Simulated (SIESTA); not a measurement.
# V under changes of volume

One of the cells (14.149 Å³/atom); the others are scaled copies at fixed shape and fractional positions:

```
V
1.0
     2.62154    0.00000    0.00000
    -1.31077    2.27032    0.00000
     0.00000    0.00000    4.75462
V
2
Cartesian
  0.0000 1.5135 1.1887
  1.3108 0.7568 3.5660
```

This isn't the form of V at room conditions, which is bcc.

- Program: SIESTA 5.4.2
- Functional: PBEsol
- Potentials or basis: PseudoDojo 0.4 standard (PBEsol files)
- Basis: DZP (energy shift 0.003 Ry; two zetas on semicore shells)
- Grid cutoff: 800 Ry
- Energy shift: 0.003 Ry
- k mesh: 12 × 12 × 6
- Occupations: fermi-dirac, width 0.05 eV
- Spin: collinear spin, ferromagnetic start
- Starting moments: [2.0, 2.0] μB

```tsv
volume (Å³/atom)	energy over the lowest point (meV/atom)	pressure (GPa)
13.039	?	?
13.317	0.00	1.1
13.594	1.60	-2.7
14.149	23.16	-9.4
14.427	42.15	-12.2
14.704	65.78	-14.6
```

Q: What does the run at 13.039 Å³/atom give?

A: Energy over the lowest point 5.24 meV/atom; pressure 5.4 GPa.

Worked out: A Birch-Murnaghan fit of order 3 (a polynomial in V^(-2/3)) to the other rows has its minimum at 13.39 Å³/atom with B0 = V·E''(V) = 189 GPa and B' = 3.6 at fixed shape and positions, which overstates the stiffness. It gives 5.37 meV/atom at 13.039 Å³/atom, against the run's 5.24, and -dE/dV = 5.2 GPa, against 5.4.

Energies are extrapolated to zero smearing.

Caveats: the basis of atomic orbitals isn't converged, which shifts pressures, moduli and gaps.
